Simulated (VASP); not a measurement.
BeSe (zincblende): gaps by functional in VASP

```xyz
2
Lattice="0.0000 2.5810 2.5810 2.5810 0.0000 2.5810 2.5810 2.5810 0.0000" Properties=species:S:1:pos:R:3 pbc="T T T"
Be    0.0000    0.0000    0.0000
Se    1.2905    1.2905    1.2905
```

All runs share this cell. Band v is the last that the valence electrons fill when counted band by band, and c is the next. A negative gap between them is a band overlap, as in a metal.

```csv
level,gap (eV),least direct gap (eV),pressure (GPa)
PBE,2.64,4.29,0.9
r²SCAN,3.12,5.04,0.3
LDA,2.49,4.12,-3.4
PBEsol,2.49,4.15,-1.2
PBE with spin–orbit coupling,2.50,4.15,–
```
